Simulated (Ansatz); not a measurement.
Computed with Ansatz on PBE0-D4/def2-TZVP structures; ΔE is electronic, products minus reactants. CBS: MP2 limit from def2 TZ/QZ plus the TZ coupled-cluster correction, frozen cores. This one scheme is used for every species. DFT in def2-TZVPP. For Zn outer-core shells are correlated without core-valence functions, which leaves a few kJ/mol of doubt a bond. Scalar relativity is left out up to krypton. Each species was taken in one conformer, which may not be the lowest.

Reaction (formal exchange of groups at a Zn–C bond): diethylzinc + BH₃ → `[BH2][Zn][CH2]C` + ethane

| level | ΔE (kJ/mol) |
| --- | --- |
| PBE0-D4 | -15.5 |
| B2PLYP | -10.5 |

(1) What does CCSD(T)/CBS give? (An estimate is asked.)

Largest T1 diagnostic among the species: 0.013.

Answers

(1) Computed: -9.8 kJ/mol. The listed levels differ from it by -5.7, -0.7 kJ/mol.

The D4 term adds +3.9 kJ/mol with B3LYP and +2.2 kJ/mol with PBE0; it sums over pairs of atoms, weighted by their polarisabilities, and B3LYP, whose exchange is more repulsive, gets the larger term. In def2-TZVPP, CCSD(T) changes the Hartree–Fock value by +8.0 kJ/mol (the triples alone add +2.0 kJ/mol) and MP2 by +16.3 kJ/mol.

B3LYP here is the variant with VWN-RPA as its local correlation; programs differ in this.

CCSD(T)/CBS has its own doubt, a few kJ/mol and more with outer-core shells, so smaller differences from it don't rank the levels.
